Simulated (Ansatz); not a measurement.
The system is AlN.

```xyz
2
Lattice="0.0000 2.0345 2.0345 2.0345 0.0000 2.0345 2.0345 2.0345 0.0000" Properties=species:S:1:pos:R:3 pbc="T T T"
Al    2.0345    2.0345    2.0345
N     0.0000    0.0000    0.0000
```

Measurements of this composition are mostly on another form, of space group No. 186.

| Property | Result |
| --- | --- |
| Program | Ansatz 0.2.0 |
| Task | relaxation of cell and atoms |
| Functional | PBE0 |
| Potentials or basis | Ansatz PAW |
| Cutoff | 420 eV (not typed: the program's choice for these potentials) |
| k mesh | 6 × 6 × 6 |
| Occupations | fermi-dirac, width 0.05 eV |
| Spin | no spin polarisation |

At the start: volume 8.42 Å³/atom.

Question: How do energy, volume and symmetry change on relaxing?

Answer: It ends after 7 steps and the volume is 8.18 Å³/atom (-2.8 %); space group Fm-3m (No. 225, to 0.05 Å).

Step by step:
| step | energy change (eV) | largest force (eV/Å) | volume (Å³) |
| --- | --- | --- | --- |
| 1 | 0.0000 | 0.0000 | 16.84 |
| 2 | -0.0093 | 0.0000 | 16.60 |
| 3 | -0.0128 | 0.0000 | 16.36 |
| 4 | -0.0127 | 0.0000 | 16.37 |
| 5 | -0.0116 | 0.0000 | 16.37 |
| 6 | -0.0117 | 0.0000 | 16.37 |
| 7 | -0.0117 | 0.0000 | 16.37 |

Final structure:
```
CELL_PARAMETERS angstrom
0.00000 2.01514 2.01514
2.01514 0.00000 2.01514
2.01514 2.01514 0.00000
ATOMIC_POSITIONS crystal
Al 0.50000 0.50000 0.50000
N 0.00000 0.00000 0.00000
```

Caveat: the k mesh is coarse (spacing up to 0.45 Å⁻¹), so the values aren't converged, least of all with exact exchange; the plane-wave basis is chosen anew once the cell has moved, so the energies of steps on either side of that aren't comparable; the pressure holds a Pulay correction of +0.5 GPa for the finite cutoff; the PAW data sets come from PBE, with cores solved anew for the run's functional, which leaves a small shift of forces and pressure.
